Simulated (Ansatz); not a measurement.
# Al2Au in Ansatz: the effect of functional

Al2Au:

```xyz
3
Lattice="0.0000 3.0395 3.0395 3.0395 0.0000 3.0395 3.0395 3.0395 0.0000" Properties=species:S:1:pos:R:3 pbc="T T T"
Au    0.0000    0.0000    0.0000
Al    4.5592    4.5592    4.5592
Al    1.5197    1.5197    1.5197
```

The cell isn't the ideal one: volume scaled by 1.04.

Alike in all runs:

- Program: Ansatz 0.2.0
- Task: single point
- Potentials or basis: Ansatz PAW
- k mesh: 8 × 8 × 8
- Occupations: fermi-dirac, width 0.05 eV
- Spin: no spin polarisation

| functional | cutoff | pressure (GPa) |
| --- | --- | --- |
| LDA | 420 eV (not typed: the program's choice for these potentials) | ? |
| r2SCAN | 500 eV (not typed: the program's choice for these potentials) | -3.8 |
| PBE | 420 eV (not typed: the program's choice for these potentials) | -1.0 |

**Question.** What does the run with functional LDA give?

**Answer.** Pressure -6.5 GPa.

Caveats: the PAW data sets come from PBE, with cores solved anew for the run's functional, which leaves a small shift of forces and pressure (some runs).
